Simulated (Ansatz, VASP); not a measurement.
One calculation of Pt, two programs

```xyz
4
Lattice="2.7550 0.0000 0.0000 -1.3775 2.3859 0.0000 0.0000 0.0000 9.1869" Properties=species:S:1:pos:R:3 pbc="T T T"
Pt    2.7550    0.0000    0.0000
Pt    2.7550    0.0000    4.5935
Pt    0.0000    1.5906    2.2967
Pt    1.3775    0.7953    6.8902
```

Alike in both runs: functional PBEsol; k mesh 13 × 13 × 4; occupations fermi-dirac, width 0.1 eV; no spin polarisation.

Ansatz relaxed the structure, and its values are those at the end. VASP's run is a single point on that final structure, the one shown.

```csv
,VASP,Ansatz
version,VASP 6.6.1,Ansatz 0.2.0
potentials or method,"VASP PAW PBE potentials, release 64 (Pt)","plane waves (420 eV) with PAW, scalar-relativistic"
plane-wave cutoff (eV),520,420
valence electrons in the cell,40,72
```

VASP gave:

* pressure (GPa): -0.4

Question: Which values does Ansatz return?

Answer: Pressure (GPa): 0.0.

The functional is the same, so the differences come from potentials, cutoffs and numerics. The two sets of potentials don't hold the same shells in valence. Ansatz warned: «pseudo_functional_mismatch».

Caveats: the PAW data sets were made with another functional, which shifts forces and pressure a little (VASP). The runs have no spin-orbit coupling, so splittings on Pt are missing.
